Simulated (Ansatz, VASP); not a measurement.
Two plane-wave programs on Ta

```xyz
1
Lattice="2.8135 0.0000 0.0000 0.0000 2.8135 0.0000 0.0000 0.0000 2.8135" Properties=species:S:1:pos:R:3 pbc="T T T"
Ta    0.0000    0.0000    0.0000
```

Alike in both runs: task single point; functional PBE; k mesh 13 × 13 × 13; occupations fermi-dirac, width 0.1 eV; no spin polarisation.

```csv
,VASP,Ansatz
version,VASP 6.6.1,Ansatz 0.2.0
potentials or method,"VASP PAW PBE potentials, release 64 (Ta_pv)","plane waves (420 eV) with PAW, scalar-relativistic"
plane-wave cutoff (eV),520,420
valence electrons in the cell,11,13
```

```tsv
	VASP	Ansatz	Ansatz less VASP
pressure (GPa)	-9.4	-9.4	-0.02
```

The two sets of potentials don't hold the same shells in valence.

The runs have no spin-orbit coupling, so splittings on Ta are missing.
